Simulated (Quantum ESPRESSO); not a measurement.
# Ge (Fd-3m) in Quantum ESPRESSO: phonons with PBEsol

Aim: the phonons of Ge with PBEsol.

All numbers are computed with Quantum ESPRESSO 7.5; they aren't measurements. Logs are shortened: lines on timing, memory, paths and dates and some standing lists are left out, and cuts for length are marked.

**Measured values to compare with.**

From “Electronic and optical properties of SixGe1-x-ySny alloys lattice-matched to Ge”, 2021, arxiv:2109.02782, for a bulk crystal of Ge at 300 K: band gap 0.807 eV (direct).

The runs below are set against these values where they give the same quantity.

### 1 The crystal as given

Symmetry: Fd-3m, No. 227, cubic system. Conventional cell: a = 5.658 Å, b = 5.658 Å, c = 5.658 Å, α = 90.00°, β = 90.00°, γ = 90.00°. Around Ge (site symmetry -43m) lie 4 Ge at 2.45 Å.

### 2 Phonons, PBEsol

Contents of pw.in:

```
&CONTROL
  calculation = 'scf'
  prefix = 'pwscf'
  outdir = './tmp'
  pseudo_dir = './pseudo'
  tprnfor = .true.
  tstress = .true.
  disk_io = 'low'
/
&SYSTEM
  ibrav = 0
  nat = 2
  ntyp = 1
  ecutwfc = 78
  nbnd = 21
  occupations = 'smearing'
  smearing = 'mv'
  degauss = 0.01999163
/
&ELECTRONS
  conv_thr = 4d-10
  electron_maxstep = 120
  mixing_beta = 0.5
/
ATOMIC_SPECIES
Ge    72.6300 Ge.upf
CELL_PARAMETERS angstrom
   0.0000000000    2.8289100000    2.8289100000
   2.8289100000    0.0000000000    2.8289100000
   2.8289100000    2.8289100000    0.0000000000
ATOMIC_POSITIONS crystal
Ge     0.7500000000    0.7500000000    0.7500000000
Ge     0.5000000000    0.5000000000    0.5000000000
K_POINTS automatic
8 8 8 0 0 0
```

Contents of relax.in:

```
&CONTROL
  calculation = 'vc-relax'
  prefix = 'pwscf'
  outdir = './tmp'
  pseudo_dir = './pseudo'
  tprnfor = .true.
  tstress = .true.
  disk_io = 'low'
  nstep = 40
  forc_conv_thr = 0.0001
  etot_conv_thr = 1d-06
/
&SYSTEM
  ibrav = 0
  nat = 2
  ntyp = 1
  ecutwfc = 78
  nbnd = 21
  occupations = 'smearing'
  smearing = 'mv'
  degauss = 0.01999163
/
&ELECTRONS
  conv_thr = 4d-10
  electron_maxstep = 120
  mixing_beta = 0.5
/
&IONS
  ion_dynamics = 'bfgs'
/
&CELL
  cell_dynamics = 'bfgs'
  press = 0
  press_conv_thr = 0.2
/
ATOMIC_SPECIES
Ge    72.6300 Ge.upf
CELL_PARAMETERS angstrom
   0.0000000000    2.8289100000    2.8289100000
   2.8289100000    0.0000000000    2.8289100000
   2.8289100000    2.8289100000    0.0000000000
ATOMIC_POSITIONS crystal
Ge     0.7500000000    0.7500000000    0.7500000000
Ge     0.5000000000    0.5000000000    0.5000000000
K_POINTS automatic
8 8 8 0 0 0
```

Contents of scf2.in:

```
&CONTROL
  calculation = 'scf'
  prefix = 'pwscf'
  outdir = './tmp'
  pseudo_dir = './pseudo'
  tprnfor = .true.
  tstress = .true.
  disk_io = 'low'
/
&SYSTEM
  ibrav = 0
  nat = 2
  ntyp = 1
  ecutwfc = 78
  nbnd = 21
  occupations = 'smearing'
  smearing = 'mv'
  degauss = 0.01999163
/
&ELECTRONS
  conv_thr = 1d-13
  electron_maxstep = 120
  mixing_beta = 0.5
  startingpot = 'file'
  startingwfc = 'file'
/
ATOMIC_SPECIES
Ge    72.6300 Ge.upf
CELL_PARAMETERS angstrom
   0.0000000000    2.8367946963    2.8367946963
   2.8367946963    0.0000000000    2.8367946963
   2.8367946963    2.8367946963    0.0000000000
ATOMIC_POSITIONS crystal
Ge     0.7500000000    0.7500000000    0.7500000000
Ge     0.5000000000    0.5000000000    0.5000000000
K_POINTS automatic
8 8 8 0 0 0
```

Contents of ph.in:

```
phonons of Ge
&INPUTPH
  prefix = 'pwscf'
  outdir = './tmp'
  tr2_ph = 1d-16
  fildyn = 'dyn'
  niter_ph = 60
  alpha_mix(1) = 0.4
/
0.0000000000 0.0000000000 0.0000000000
```

Contents of dynmat.in:

```
&INPUT
  fildyn = 'dyn'
  asr = 'crystal'
  filout = 'dynmat.disp'
  fileig = 'dynmat.eig'
/
```

Potentials or basis: PseudoDojo 0.4.1 SR PBEsol standard.

The run is started by

```console
> OMP_NUM_THREADS=1 pw.x -in pw.in > pw.out
> OMP_NUM_THREADS=1 pw.x -in relax.in > relax.out
> OMP_NUM_THREADS=1 pw.x -in scf2.in > scf2.out
> OMP_NUM_THREADS=1 ph.x -in ph.in > ph.out
> OMP_NUM_THREADS=1 dynmat.x -in dynmat.in > dynmat.out
```

pw.out:

```text
This program is part of the open-source Quantum ESPRESSO suite
     for quantum simulation of materials; please cite
[... 9 lines left out ...]
     --------------------
     sticks:   dense  smooth     PW     G-vecs:    dense   smooth      PW
     Sum        1237    1237    361                28475    28475    4573

     Using Slab Decomposition

     bravais-lattice index     =            0
     lattice parameter (alat)  =       7.5602  a.u.
     unit-cell volume          =     305.5512 (a.u.)^3
     number of atoms/cell      =            2
     number of atomic types    =            1
     number of electrons       =        28.00
     number of Kohn-Sham states=           21
     kinetic-energy cutoff     =      78.0000  Ry
     charge density cutoff     =     312.0000  Ry
     scf convergence threshold =      4.0E-10
     mixing beta               =       0.5000
     number of iterations used =            8  plain     mixing
     Exchange-correlation= PBESOL
                           (   1   4  10   8   0   0   0)

     celldm(1)=   7.560195  celldm(2)=   0.000000  celldm(3)=   0.000000
     celldm(4)=   0.000000  celldm(5)=   0.000000  celldm(6)=   0.000000

     crystal axes: (cart. coord. in units of alat)
               a(1) = (   0.000000   0.707107   0.707107 )
               a(2) = (   0.707107   0.000000   0.707107 )
               a(3) = (   0.707107   0.707107   0.000000 )

     reciprocal axes: (cart. coord. in units 2 pi/alat)
               b(1) = ( -0.707107  0.707107  0.707107 )
               b(2) = (  0.707107 -0.707107  0.707107 )
               b(3) = (  0.707107  0.707107 -0.707107 )

     PseudoPot. # 1 for Ge read from file:
     Ge.upf
     Pseudo is Norm-conserving + core correction, Zval = 14.0
     Generated using ONCVPSP code by D. R. Hamann
     Using radial grid of 1560 points,  6 beta functions with:
                l(1) =   0
                l(2) =   0
                l(3) =   1
                l(4) =   1
                l(5) =   2
                l(6) =   2

     atomic species   valence    mass     pseudopotential
     Ge               14.00    72.63000     Ge( 1.00)

     48 Sym. Ops., with inversion, found (24 have fractional translation)

   Cartesian axes

     site n.     atom                  positions (alat units)
         1        Ge     tau(   1) = (   1.0606602   1.0606602   1.0606602  )
         2        Ge     tau(   2) = (   0.7071068   0.7071068   0.7071068  )

     number of k points=    29  Marzari-Vanderbilt smearing, width (Ry)=  0.0200
                       cart. coord. in units 2pi/alat
        k(    1) = (   0.0000000   0.0000000   0.0000000), wk =   0.0039062
        k(    2) = (   0.0883883   0.0883883  -0.0883883), wk =   0.0312500
        k(    3) = (   0.1767767   0.1767767  -0.1767767), wk =   0.0312500
        k(    4) = (   0.2651650   0.2651650  -0.2651650), wk =   0.0312500
        k(    5) = (  -0.3535534  -0.3535534   0.3535534), wk =   0.0156250
        k(    6) = (   0.1767767   0.0000000   0.0000000), wk =   0.0234375
[... 21 lines left out ...]
        k(   28) = (  -0.7071068   0.1767767  -0.0000000), wk =   0.0468750
        k(   29) = (  -0.7071068   0.3535534   0.0000000), wk =   0.0234375

     Dense  grid:    28475 G-vectors     FFT dimensions: (  48,  48,  48)

     Initial potential from superposition of free atoms

     starting charge      27.9985, renormalised to      28.0000
     Starting wfcs are   18 randomized atomic wfcs +    3 random wfcs

     Self-consistent Calculation

     iteration #  1     ecut=    78.00 Ry     beta= 0.50
     Davidson diagonalization with overlap
     ethr =  1.00E-02,  avg # of iterations =  5.1

     Threshold (ethr) on eigenvalues was too large:
     Diagonalizing with lowered threshold

     Davidson diagonalization with overlap
     ethr =  1.16E-04,  avg # of iterations =  3.7

     total energy              =    -356.80661600 Ry
     estimated scf accuracy    <       0.03333326 Ry

     iteration #  2     ecut=    78.00 Ry     beta= 0.50
     Davidson diagonalization with overlap
     ethr =  1.19E-04,  avg # of iterations =  1.0
[... 43 lines left out ...]
     total energy              =    -356.80615460 Ry
     estimated scf accuracy    <          7.0E-10 Ry

     iteration #  9     ecut=    78.00 Ry     beta= 0.50
     Davidson diagonalization with overlap
     ethr =  2.49E-12,  avg # of iterations =  1.0

     End of self-consistent calculation

          k = 0.0000 0.0000 0.0000 (  3527 PWs)   bands (ev):

   -15.4361 -15.4361 -15.4361 -15.4003 -15.4003 -15.1891 -15.1891 -15.1891
   -15.1765 -15.1765  -3.3783   9.3999   9.4150   9.4150   9.4150  11.9498
    11.9498  11.9498  15.6527  18.8469  18.8469

          k = 0.0884 0.0884-0.0884 (  3575 PWs)   bands (ev):

   -15.4442 -15.4442 -15.4336 -15.3889 -15.3889 -15.2014 -15.2014 -15.1920
   -15.1660 -15.1660  -3.1878   7.0414   9.0789   9.0789  10.4158  12.3992
    12.3992  12.8657  16.6092  17.9289  17.9289
[... 13 lines left out ...]
          k =-0.3536-0.3536 0.3536 (  3582 PWs)   bands (ev):

   -15.4605 -15.4605 -15.4184 -15.3584 -15.3584 -15.2243 -15.2243 -15.2099
   -15.1486 -15.1486  -1.2819   1.7895   8.0096   8.0096   9.5349  13.1231
    13.1231  16.4002  19.8507  20.4277  20.5923

          k = 0.1768 0.0000 0.0000 (  3575 PWs)   bands (ev):

   -15.4437 -15.4418 -15.4418 -15.3914 -15.3767 -15.2237 -15.1846 -15.1804
   -15.1804 -15.1614  -3.1233   7.0092   8.5360   8.5360  11.2724  11.6359
    13.1478  13.1478  16.7119  16.9023  19.1139

          k = 0.2652 0.0884-0.0884 (  3563 PWs)   bands (ev):

   -15.4573 -15.4500 -15.4331 -15.3773 -15.3567 -15.2442 -15.2013 -15.1836
   -15.1655 -15.1519  -2.6864   5.2207   7.8858   7.9725  11.2783  12.0116
    13.9743  14.2265  16.6512  18.2380  18.8943
[... 19 lines left out ...]
          k =-0.0884-0.2652 0.2652 (  3560 PWs)   bands (ev):

   -15.4635 -15.4611 -15.4153 -15.3691 -15.3515 -15.2370 -15.2217 -15.2009
   -15.1527 -15.1441  -2.2177   3.8864   6.8420   8.4883  11.0137  13.1669
    13.3306  15.0551  16.9484  18.1967  19.7543

          k = 0.0000-0.1768 0.1768 (  3557 PWs)   bands (ev):

   -15.4555 -15.4484 -15.4297 -15.3816 -15.3701 -15.2219 -15.2118 -15.1806
   -15.1713 -15.1522  -2.8743   5.7676   7.6579   9.0339  11.1066  12.5195
    12.6462  14.1746  16.9040  17.7613  17.9591

          k = 0.3536 0.0000 0.0000 (  3543 PWs)   bands (ev):

   -15.4543 -15.4543 -15.4425 -15.3661 -15.3311 -15.2764 -15.2079 -15.1636
   -15.1606 -15.1606  -2.3663   4.6861   7.3706   7.3706  10.3604  12.1026
    15.2342  15.2342  16.4326  19.4298  19.9167

          k = 0.4419 0.0884-0.0884 (  3546 PWs)   bands (ev):

   -15.4689 -15.4610 -15.4234 -15.3486 -15.3111 -15.2969 -15.2257 -15.1869
   -15.1495 -15.1406  -1.7059   3.3277   6.5414   7.0199  10.6186  12.0541
    15.1346  15.8534  18.6356  20.3016  20.6330
[... 7 lines left out ...]
          k =-0.0884-0.4419 0.4419 (  3556 PWs)   bands (ev):

   -15.4848 -15.4700 -15.3859 -15.3294 -15.3201 -15.2713 -15.2606 -15.2271
   -15.1362 -15.1233  -0.7089   1.8022   5.2356   7.3285  10.9703  14.3984
    15.0586  16.1544  17.0402  18.3685  21.1409

          k = 0.0000-0.3536 0.3536 (  3555 PWs)   bands (ev):

   -15.4768 -15.4694 -15.3922 -15.3560 -15.3286 -15.2567 -15.2369 -15.2244
   -15.1372 -15.1337  -1.4888   2.8730   5.5201   7.9075  11.3293  14.1896
    14.4717  14.6571  17.0124  18.7954  21.2500

          k = 0.5303-0.0000 0.0000 (  3539 PWs)   bands (ev):

   -15.4656 -15.4656 -15.4225 -15.3331 -15.3289 -15.2788 -15.2433 -15.1875
   -15.1421 -15.1421  -1.1353   2.4915   6.5976   6.5976   9.9118  10.9046
    17.4409  17.4409  18.6042  21.2598  21.6962

          k =-0.0884-0.6187 0.6187 (  3541 PWs)   bands (ev):

   -15.4767 -15.4692 -15.3965 -15.3490 -15.3084 -15.2645 -15.2620 -15.2148
   -15.1363 -15.1295  -0.3038   1.4440   5.8301   6.5099  10.2327  11.2915
    17.2697  17.7027  19.9253  21.2449  21.2845

          k = 0.0000-0.5303 0.5303 (  3536 PWs)   bands (ev):

   -15.4870 -15.4710 -15.3822 -15.3233 -15.2974 -15.2839 -15.2787 -15.2293
   -15.1341 -15.1198   0.0453   1.1050   5.0474   6.7739  10.4949  13.4435
    16.5816  16.7760  17.5139  19.1645  22.9058

          k =-0.7071 0.0000 0.0000 (  3540 PWs)   bands (ev):

   -15.4700 -15.4700 -15.3845 -15.3845 -15.2857 -15.2857 -15.2283 -15.2283
   -15.1346 -15.1346   0.5139   0.5139   6.3317   6.3317  10.0805  10.0805
    18.9021  18.9021  20.9275  20.9275  22.1625

          k = 0.3536 0.1768 0.0000 (  3553 PWs)   bands (ev):

   -15.4648 -15.4622 -15.4194 -15.3641 -15.3355 -15.2660 -15.2142 -15.1947
   -15.1514 -15.1437  -2.1399   4.0329   6.5382   7.7919  11.7284  12.1896
    13.9996  14.9313  17.3983  19.4305  19.7401

          k =-0.2652-0.4419 0.6187 (  3557 PWs)   bands (ev):

   -15.4766 -15.4687 -15.3976 -15.3492 -15.3229 -15.2746 -15.2306 -15.2189
   -15.1396 -15.1324  -1.3297   2.5772   5.8458   7.3087  11.8290  12.7864
    14.2614  15.5282  18.6740  18.9859  20.8403
[... 13 lines left out ...]
          k =-0.0884-0.4419 0.6187 (  3545 PWs)   bands (ev):

   -15.4851 -15.4757 -15.3747 -15.3198 -15.3114 -15.2863 -15.2669 -15.2347
   -15.1305 -15.1217  -0.1841   1.3710   5.2459   6.3115  11.6490  13.5894
    14.4563  16.4612  18.2588  21.0200  21.5270

          k = 0.0000-0.3536 0.5303 (  3557 PWs)   bands (ev):

   -15.4855 -15.4752 -15.3754 -15.3260 -15.2995 -15.2961 -15.2627 -15.2342
   -15.1312 -15.1220  -0.5108   1.7321   5.0932   6.6746  12.0308  13.8933
    14.3337  16.1499  17.5779  19.0444  22.6779

          k =-0.7071 0.1768-0.0000 (  3542 PWs)   bands (ev):

   -15.4776 -15.4776 -15.3654 -15.3654 -15.2874 -15.2874 -15.2445 -15.2445
   -15.1280 -15.1280   0.5624   0.5624   5.8530   5.8530  11.2859  11.2859
    16.9769  16.9769  20.4133  20.4133  22.2600

          k =-0.7071 0.3536 0.0000 (  3552 PWs)   bands (ev):

   -15.4838 -15.4838 -15.3420 -15.3420 -15.2934 -15.2934 -15.2612 -15.2612
   -15.1225 -15.1225   0.6136   0.6136   5.4816   5.4816  13.7049  13.7049
    14.0536  14.0536  20.3846  20.3847  22.3441

     the Fermi energy is     9.3567 ev

!    total energy              =    -356.80615460 Ry
     estimated scf accuracy    <          7.5E-11 Ry
     smearing contrib. (-TS)   =       0.00020567 Ry
     internal energy E=F+TS    =    -356.80636027 Ry

     The total energy is F=E-TS. E is the sum of the following terms:
     one-electron contribution =    -183.52284762 Ry
     hartree contribution      =     110.60197322 Ry
     xc contribution           =     -86.38472767 Ry
     ewald contribution        =    -197.50075820 Ry

     convergence has been achieved in   9 iterations

     Forces acting on atoms (cartesian axes, Ry/au):

     atom    1 type  1   force =    -0.00000000   -0.00000000    0.00000000
     atom    2 type  1   force =    -0.00000000   -0.00000000    0.00000000

     Total force =     0.000000     Total SCF correction =     0.000000

     Computing stress (Cartesian axis) and pressure

          total   stress  (Ry/bohr**3)                   (kbar)     P=        5.64
   0.00003833   0.00000000   0.00000000            5.64        0.00        0.00
   0.00000000   0.00003833   0.00000000            0.00        5.64        0.00
   0.00000000   0.00000000   0.00003833            0.00        0.00        5.64

=------------------------------------------------------------------------------=
   JOB DONE.
=------------------------------------------------------------------------------=
```

Run time: 13 min. Hardware: 1 thread of Arm Neoverse V2, shared host; peak memory 0.11 GiB.

Results:

* Free energy: -4854.5958 eV
* Relaxed volume: 22.83 Å³/atom
* Relaxed cell: a = 4.012 Å, b = 4.012 Å, c = 4.012 Å, α = 60.00°, β = 60.00°, γ = 60.00°
* Space group after relaxing (to 0.05 Å): Fd-3m (No. 227)
* Pressure after relaxing: 0.0 GPa
* Band gap on the k mesh: none (metal or under the smearing width)
* Highest phonon frequency at Γ: 275 cm⁻¹

The path:
| step | energy change (eV) | largest force (eV/Å) | pressure (GPa) | volume (Å³) |
| --- | --- | --- | --- | --- |
| 1 | 0.0000 | 0.0000 | 0.56 | 45.28 |
| 2 | -0.0004 | 0.0000 | 0.37 | 45.41 |
| 3 | -0.0006 | 0.0000 | 0.16 | 45.55 |
| 4 | -0.0007 | 0.0000 | 0.00 | 45.66 |
| 5 | -0.0007 | 0.0000 | 0.00 | 45.66 |

Final structure:
```cif
data_structure
_symmetry_space_group_name_H-M 'P 1'
_symmetry_Int_Tables_number 1
_cell_length_a 4.0118
_cell_length_b 4.0118
_cell_length_c 4.0118
_cell_angle_alpha 60.000
_cell_angle_beta 60.000
_cell_angle_gamma 60.000
_cell_volume 45.66
loop_
_atom_site_label
_atom_site_type_symbol
_atom_site_fract_x
_atom_site_fract_y
_atom_site_fract_z
_atom_site_occupancy
Ge1 Ge 0.75000 0.75000 0.75000 1
Ge2 Ge 0.50000 0.50000 0.50000 1
```

Levels at points of the mesh, in eV from the Fermi level:
```tsv
k point	band 10	band 11	band 12	band 13	band 14	band 15	band 16	band 17	band 18	band 19
(0.00, 0.00, 0.00)	-24.52	-12.66	-0.03	0.07	0.07	0.07	2.60	2.60	2.60	6.28
(0.00, 0.00, -0.50)	-24.49	-10.59	-7.52	-1.33	-1.33	0.16	3.77	3.77	7.05	10.45
(0.00, -0.50, -0.50)	-24.48	-8.80	-8.80	-2.99	-2.99	0.74	0.74	9.48	9.48	11.49
```

Phonon frequencies in cm⁻¹ (negative: imaginary):
```
              q point              frequencies
(0.000, 0.000, 0.000)  -17 -17 -17 275 275 275
```

Optical modes at Γ, degenerate ones joined:
| cm⁻¹ | components | symmetry | active in |
| --- | --- | --- | --- |
| 275 | 3 | T2g | Raman |

Caveat: this crystal is a semiconductor, whose small gap the functional closes, so the metal is an error of the method.

### 3 Against experiment

Step 2. Measured gap of Ge: 0.807 eV (direct; 300 K; “Electronic and optical properties of SixGe1-x-ySny alloys lattice-matched to Ge”, 2021, arxiv:2109.02782). This calculation gives 0.00 eV (-0.81 eV). 3 values of this kind are on record (0.666 to 0.807 eV); this one was drawn at random among those near their median. Spin-orbit coupling on Ge is left out. The value is that of PBEsol on a finite k mesh, which can miss the band edges, without temperature or zero-point motion. Semilocal functionals fall short of measured gaps as a rule.
